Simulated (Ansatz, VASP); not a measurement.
**Two plane-wave programs on La**

The input INCAR:

```
ALGO     = Normal         # electronic algorithm
EDIFF    = 1E-7           # SCF threshold, eV
EDIFFG   = -0.002         # ionic threshold
ENCUT    = 600            # plane-wave cutoff, eV
GGA      = PS             # functional
IBRION   = 2              # ionic algorithm
ISIF     = 3              # what is computed and relaxed
ISMEAR   = -1             # smearing method
LASPH    = T              # aspherical terms in the spheres
LCHARG   = F              # write CHGCAR
LREAL    = F              # projectors in reciprocal space
LWAVE    = F              # write WAVECAR
NELM     = 80             # most SCF steps
NSW      = 100            # ionic steps
PREC     = Accurate       # precision mode
SIGMA    = 0.08           # smearing width, eV
```

KPOINTS

```
k-points
0
Gamma
  12 12 12
```

The input POSCAR:

```
La
1.0
   -2.1238310710      2.1238310710      2.1238310710
    2.1238310710     -2.1238310710      2.1238310710
    2.1238310710      2.1238310710     -2.1238310710
La
1
Direct
    0.0000000000      0.0000000000      0.0000000000
```

Input for Ansatz:

```yaml
crystal:
  lattice:
    - [-2.123831071, 2.123831071, 2.123831071]
    - [2.123831071, -2.123831071, 2.123831071]
    - [2.123831071, 2.123831071, -2.123831071]
  atoms:
    - { symbol: La, position: [0.0, 0.0, 0.0] }
kpoints:
  mp_grid: { grid: [12, 12, 12] }
scf:
  occupations: { method: fermi_dirac, width: 0.08 }
hamiltonian:
  xc: pbesol
  pseudopotentials: { kind: paw }
relax:
  f_tol: 0.002
  max_steps: 80
  cell: {}
output:
  forces: true
  stress: true
```

Alike in both runs: task relaxation of cell and atoms; functional PBEsol; k mesh 12 × 12 × 12; occupations fermi-dirac, width 0.08 eV; no spin polarisation.

|  | VASP | Ansatz |
| --- | --- | --- |
| version | VASP 6.6.1 | Ansatz 0.2.0 |
| potentials or method | VASP PAW PBE potentials, release 64 (La) | PAW with Ansatz's default frozen-core files, scalar-relativistic |
| plane-wave cutoff (eV) | 600 | 420 |
| valence electrons in the cell | 11 | 11 |

```tsv
	VASP	Ansatz	Ansatz less VASP
relaxed volume (Å³/atom)	35.01	34.96	-0.043
relaxed cell length with the largest relative difference (Å)	3.569	3.568	-0.0015
energy change over the relaxation (meV/atom)	-25	-25	-0.5
```

Caveats: the PAW data sets were made with another functional, which shifts forces and pressure a little (VASP). Spin-orbit coupling is left out, which matters for the levels of La.
